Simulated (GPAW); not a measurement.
The system is AlN.

```xyz
4
Lattice="3.1130 0.0000 0.0000 -1.5565 2.6959 0.0000 0.0000 0.0000 4.9810" Properties=species:S:1:pos:R:3 pbc="T T T"
Al    1.5565    0.8986    2.4905
Al    0.0000    1.7973    0.0000
N     1.5565    0.8986    4.3833
N     0.0000    1.7973    1.8928
```

Base run:

| Item | Value |
| --- | --- |
| Program | GPAW 26.7.0 |
| Functional | vdW-DF |
| Potentials or basis | GPAW PAW data sets (gpaw-data 1.2.1) |
| Cutoff | 800 eV |
| Basis | pw |
| k mesh | 7 × 7 × 4 |
| Occupations | fermi-dirac, width 0.05 eV |
| Spin | no spin polarisation |

Its results: band gap on the k mesh 4.55 eV, direct; largest force 0.128 eV/Å.

Q: The run is repeated on the same cell with these changes: functional from vdW-DF to PBE; k mesh from 7 × 7 × 4 to 10 × 10 × 6. What comes out?

A: Band gap on the k mesh 4.23 eV, direct; largest force 0.133 eV/Å.

Several settings changed at once, so the effect can't be laid on one alone.

Caveats: the PAW data sets were made with another functional, which shifts forces and pressure a little (some runs).
